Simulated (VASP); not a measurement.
AlN, 2 atoms in the cell. It takes space group Fm-3m (No. 225, cubic). The conventional cell has a = 4.069 Å, b = 4.069 Å, c = 4.069 Å, α = 90.00°, β = 90.00°, γ = 90.00°. Around Al (site symmetry m-3m) lie 6 N at 2.03 Å. Around N (site symmetry m-3m) lie 6 Al at 2.03 Å. Measurements of this composition are mostly on another form, of space group No. 186.

| Quantity | Value |
| --- | --- |
| Program | VASP 6.6.1 |
| Task | relaxation of cell and atoms |
| Functional | LDA |
| Potentials or basis | VASP PAW LDA potentials, release 64 (Al, N) |
| Cutoff | 520 eV |
| k mesh | 14 × 14 × 14 |
| Occupations | gaussian, width 0.02 eV |
| Spin | no spin polarisation |
| Further INCAR settings | ALGO = Normal; EDIFF = 1e-07; IBRION = 2; EDIFFG = -0.002; NSW = 80; ISIF = 3 |

Potentials or basis: VASP PAW LDA potentials, release 64 (Al, N).

Run with:

```console
$ cat potpaw_LDA.64/Al/POTCAR potpaw_LDA.64/N/POTCAR > POTCAR
$ mpirun -np 1 vasp_std > vasp.out
```

Hardware: 1 thread of AMD EPYC 9R45 96-Core Processor (Zen 5), on a shared host.

Estimate the wall time of this run.

It took 21 s on 1 thread of AMD EPYC 9R45 96-Core Processor (Zen 5), with other jobs on the host, peak memory 0.11 GiB. Counts: scf iterations 40, k points 104, ion steps 6.
